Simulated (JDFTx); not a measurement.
Write the native input for JDFTx 1.7.0 (patched build) that does the following.

| Property | Result |
| --- | --- |
| Task | single point |
| Functional | PBEsol |
| Potentials or basis | PseudoDojo-SR-PBEsol-0.4.1-standard with smoothed tails |
| Cutoff | 1116 eV |
| Density cutoff | 8925 eV |
| k mesh | 13 × 13 × 13 |
| Occupations | gaussian, width 0.05 eV |
| Spin | no spin polarisation |
| Local potential set to -Z/r beyond | 6 bohr |
| Bands | 9 |
| Density cutoff over wavefunction cutoff | 8 |
| Max SCF steps | 100 |
| SCF threshold on the energy | 1e-09 Ha |
| Solver of the electrons | scf |
| Further solve for the empty bands | yes |

The system is C.

```
C
1.0
     0.00000    1.78337    1.78337
     1.78337    0.00000    1.78337
     1.78337    1.78337    0.00000
C
2
Cartesian
  2.6751 2.6751 2.6751
  1.7834 1.7834 1.7834
```

This isn't the form of C at room conditions, which is graphite.

The input as run:

C.in

```
include C.lattice
coords-type Lattice
include C.ionpos

ion-species pseudo/C.upf
elec-cutoff 41 328
elec-ex-corr gga-PBEsol
kpoint-folding 13 13 13
elec-smearing Gauss 0.00091873305
elec-n-bands 9
electronic-SCF nIterations 100 energyDiffThreshold 1e-09
electronic-minimize nIterations 30 energyDiffThreshold 1e-7
converge-empty-states yes
forces-output-coords Cartesian

dump-name run.$VAR
dump End Ecomponents EigStats BandEigs Kpoints Forces Stress
```

C.lattice

```
lattice \
    0.0000000000     3.3700808789     3.3700808789 \
    3.3700808789     0.0000000000     3.3700808789 \
    3.3700808789     3.3700808789     0.0000000000
```

C.ionpos

```
ion C      0.7500000000     0.7500000000     0.7500000000 1
ion C      0.5000000000     0.5000000000     0.5000000000 1
```

Potentials or basis: PseudoDojo-SR-PBEsol-0.4.1-standard with smoothed tails.

Run with:

```bash
$ jdftx -c 1 -i C.in -o C.out
```

It gave:

```json
{"Pressure": "-3.2 GPa", "Band gap on the k mesh": "4.05 eV, indirect (least direct gap 5.56 eV)"}
```

Caveat: an odd mesh through Γ misses points on the zone boundary, where band edges often lie.

Wall time 29 s on 1 thread of Intel(R) Xeon(R) Platinum 8259CL CPU @ 2.50GHz (Skylake/Cascade Lake) (shared host), peak memory 0.07 GiB.
